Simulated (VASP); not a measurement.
Write the native input for VASP 6.6.1 that does the following.

```yaml
Task: single point
Functional: PBE
Potentials_or_basis: VASP PAW PBE potentials, release 64 (Te, Mo_sv)
Cutoff: 520 eV
k_mesh: 4 × 8 × 2
Occupations: gaussian, width 0.011 eV
Spin: no spin polarisation
Further_INCAR_settings: ALGO = Normal; EDIFF = 1e-06; NBANDS = 64
```

The structure of Te2Mo lies in POSCAR:

```
Te2Mo
1.0
    6.3300000000      0.0000000000      0.0000000000
    0.0000000000      3.4690000000      0.0000000000
   -0.9467947088      0.0000000000     13.8276237937
Te Mo
8 4
Direct
    0.9437000000      0.7500000000      0.6045000000
    0.0563000000      0.2500000000      0.3955000000
    0.9030000000      0.2500000000      0.8514000000
    0.0970000000      0.7500000000      0.1486000000
    0.4112000000      0.7500000000      0.8955000000
    0.5888000000      0.2500000000      0.1045000000
    0.4432000000      0.2500000000      0.6484000000
    0.5568000000      0.7500000000      0.3516000000
    0.8167000000      0.7500000000      0.9926000000
    0.1833000000      0.2500000000      0.0074000000
    0.6819000000      0.2500000000      0.4934000000
    0.3181000000      0.7500000000      0.5066000000
```

One way to write it, as run:

INCAR

```
SYSTEM = Te2Mo
ALGO = Normal ; EDIFF = 1E-6
ENCUT = 520 ; GGA = PE
ISIF = 2 ; ISMEAR = 0
LASPH = .TRUE. ; LCHARG = .FALSE.
LREAL = .FALSE. ; LWAVE = .FALSE.
NBANDS = 64 ; NELM = 100
PREC = Accurate ; SIGMA = 0.011
```

KPOINTS

```
k-points
0
G
  4 8 2
  0 0 0
```

Potentials or basis: VASP PAW PBE potentials, release 64 (Te, Mo_sv).

Launch:

```bash
$ cat potpaw_PBE.64/Te/POTCAR potpaw_PBE.64/Mo_sv/POTCAR > POTCAR
$ mpirun -np 1 vasp_std > vasp.out
```

Results of the run:

```json
{"Pressure": "2.5 GPa", "Largest force": "0.161 eV/Å", "Band gap on the k mesh": "none (metal or under the smearing width)"}
```

Run time: 15 min on 1 thread of Intel(R) Xeon(R) Platinum 8488C (Sapphire Rapids), on a shared host, peak memory 0.64 GiB.
